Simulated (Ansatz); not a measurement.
## Convergence study of the k-point mesh for GeTe (R3m, 2 atoms in the cell)

```xyz
2
Lattice="2.1008 1.2129 3.6901 -2.1008 1.2129 3.6901 0.0000 -2.4258 3.6901" Properties=species:S:1:pos:R:3 pbc="T T T"
Ge     0.0000     0.0000    11.0342
Te     0.0000     0.0000     5.8537
```

Level of theory: PBE, PAW files (plane waves; Ansatz, an electronic-structure program).

Base settings: basis.ecutwfc = 30.9 Ry; kpoints.mp_grid.grid = 7 7 7; hamiltonian.xc = pbe; hamiltonian.pseudopotentials = {kind: paw} (the program's default PAW files); scf.occupations.method = fixed.

The second cell is the first with its lattice scaled by 0.98.

Only quantities that move along the ladder and can be compared are tabulated.

The count of work is k-points × plane waves × bands × iterations; it is no time. 

The starting cell comes from a database of computed structures (which also holds hypothetical and non-ambient phases and stackings), without a prior relaxation at this level. Its lattice was rescaled by up to half a per cent. One atom was moved a little off its site on purpose. Spin-orbit coupling is off. Ansatz's pressure includes its estimate of the finite-basis (Pulay) stress.

Steps (kpoints.mp_grid.grid): 2 2 2; 3 3 3; 4 4 4; 5 5 5; 6 6 6; 7 7 7; 8 8 8; 9 9 9; 10 10 10; 11 11 11; 12 12 12; 14 14 14; 15 15 15; 17 17 17; 19 19 19; 21 21 21.

Question: What is the coarsest kpoints.mp_grid.grid that holds the energy of the compressed cell less the first within 2 meV/atom of the last step, with all finer ones?

Answer: 4 4 4, at 0.015 of the last step's count of work; the step before is off by 2.2 meV/atom.

Question: What is the coarsest kpoints.mp_grid.grid that holds the free energy within 0.5 meV/atom of the last step, with all finer ones?

Answer: 11 11 11, at 0.16 of the last step's count of work; the step before is off by 0.72 meV/atom.

| kpoints.mp_grid.grid | free energy less the last step's (meV/atom) | energy of the compressed cell less the first (meV/atom) | pressure (GPa) | largest difference of a force vector from the last step's (eV/Å) | gap on the mesh (eV) | count of work / last |
|---|---|---|---|---|---|---|
| 2 2 2 | 783.40 | 112.93 | 8.71 | 2.225 | 0.556 | 0.0051 |
| 3 3 3 | -41.65 | 18.75 | 0.19 | 0.254 | 1.524 | 0.0067 |
| 4 4 4 | -18.70 | 15.42 | -0.04 | 0.218 | 0.777 | 0.015 |
| 5 5 5 | -10.63 | 15.54 | 0.01 | 0.107 | 0.765 | 0.021 |
| 6 6 6 | -5.69 | 16.75 | 0.10 | 0.063 | 0.609 | 0.036 |
| 7 7 7 | -4.12 | 15.89 | 0.04 | 0.024 | 0.721 | 0.049 |
| 8 8 8 | -1.76 | 16.43 | 0.09 | 0.017 | 0.545 | 0.073 |
| 9 9 9 | -1.35 | 16.32 | 0.08 | 0.006 | 0.697 | 0.095 |
| 10 10 10 | -0.72 | 16.36 | 0.09 | 0.003 | 0.580 | 0.13 |
| 11 11 11 | -0.45 | 16.41 | 0.10 | 0.001 | 0.566 | 0.16 |
| 12 12 12 | -0.26 | 16.44 | 0.10 | 0.000 | 0.607 | 0.21 |
| 14 14 14 | -0.09 | 16.48 | 0.10 | 0.001 | 0.544 | 0.32 |
| 15 15 15 | -0.05 | 16.49 | 0.10 | 0.001 | 0.568 | 0.39 |
| 17 17 17 | -0.01 | 16.51 | 0.11 | 0.000 | 0.561 | 0.55 |
| 19 19 19 | 0.00 | 16.52 | 0.11 | 0.000 | 0.533 | 0.75 |
| 21 21 21 | 0.00 | 16.52 | 0.11 | 0.000 | 0.536 | 1.0 |

The energy difference between the two cells stays within 1 meV/atom of the last step's from 5 5 5 on, the total only from 10 10 10 on: much of the error is common to both cells and cancels.

Two neighbours can agree and both be off: 4 4 4 and 5 5 5 differ by 0.12 meV/atom in the energy of the compressed cell less the first, yet lie about 0.98 meV/atom from the last step.

The gap on the mesh jumps up and down from mesh to mesh; it is no smooth measure of convergence.

Keys are those of Ansatz 0.2.
